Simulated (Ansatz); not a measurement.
## Ideal shear of a crystal plane in Si2Mo

Method: Ansatz 0.2.0, DFT PBEsol, scalar-relativistic, plane waves, PAW. The runs took a 420 eV cutoff, a Γ-centred 10×10×3 mesh and Gaussian smearing (0.15 eV). No spin polarisation. Energies are free energies at this smearing, counted from the undisturbed cell; pressure is positive in compression.

Zero of the scan (relaxed at this level; this form isn't the usual structure):

```yaml
crystal:
  lattice:
    - [-4.57444, 0.00000, 0.00000]
    - [-2.28722, -3.96158, 0.00000]
    - [0.00000, 0.00000, 13.13311]
  atoms:
    - { symbol: Si, position: [0.67166, 0.16417, 0.25002] }
    - { symbol: Si, position: [0.67166, 0.16417, 0.75002] }
    - { symbol: Si, position: [0.83583, 0.83583, 0.91668] }
    - { symbol: Si, position: [0.83583, 0.83583, 0.41668] }
    - { symbol: Si, position: [0.83583, 0.32834, 0.08335] }
    - { symbol: Si, position: [0.83583, 0.32834, 0.58335] }
    - { symbol: Si, position: [0.32834, 0.83583, 0.25002] }
    - { symbol: Si, position: [0.32834, 0.83583, 0.75002] }
    - { symbol: Si, position: [0.16417, 0.16417, 0.91668] }
    - { symbol: Si, position: [0.16417, 0.16417, 0.41668] }
    - { symbol: Si, position: [0.16417, 0.67166, 0.08335] }
    - { symbol: Si, position: [0.16417, 0.67166, 0.58335] }
    - { symbol: Mo, position: [0.50000, 0.00000, 0.08335] }
    - { symbol: Mo, position: [0.50000, 0.00000, 0.58335] }
    - { symbol: Mo, position: [0.50000, 0.50000, 0.91668] }
    - { symbol: Mo, position: [0.50000, 0.50000, 0.41668] }
    - { symbol: Mo, position: [0.00000, 0.50000, 0.25002] }
    - { symbol: Mo, position: [0.00000, 0.50000, 0.75002] }
```

The cut lies on the cell's a–b face, a (0 0 1) plane (indices in the standard cell, whose axes needn't be the Cartesian ones shown) of area 18.12 Å², between layers 2.19 Å apart. Vector c is tilted by f times 0·a + 1·b (length 4.574 Å) with the atoms' Cartesian places fixed: one unrelaxed fault a cell. The traction is dγ/du, the slope of γ against the slip u in Å. Some rows repeat others by symmetry and weren't run.

```csv
f,γ (mJ/m²),traction (GPa)
0.0000,0,0.0
0.1000,615,24.4
0.2000,1863,26.9
0.3000,2755,12.9
0.4000,3325,10.9
0.5000,3583,0.0
0.6000,3325,-10.9
0.7000,2755,-12.9
0.8000,1863,-26.9
0.9000,615,-24.4
```

Task: Read off the first barrier and the stress needed to climb it, and compare with Frenkel's sinusoid.

Result: The first sampled maximum lies at f = 0.500, a slip of 2.29 Å, with γ ≈ 3583 mJ/m², which stands in for the unstable fault energy γ_us, and the steepest sampled slope before it is 26.9 GPa. A sinusoid γ = γ_us sin²(πu/λ) with its maximum there has λ = 4.57 Å and a largest slope πγ_us/λ = 24.6 GPa (1 mJ/m² per Å = 0.01 GPa).

Task: Is there a metastable fault on this line?

Result: Apart from points where γ returns to about zero, no local minimum shows among the samples, so at this sampling the line offers no fault for a dislocation to split on; a fault can still lie off the line.

The cut is rigid; relaxing the faces lowers these energies and usually the stresses.

The gap closes along the scan, which can put kinks into the curve.

Cost: 6 runs of about 15 core-minutes in all, on Arm Neoverse V1 (shared hosts).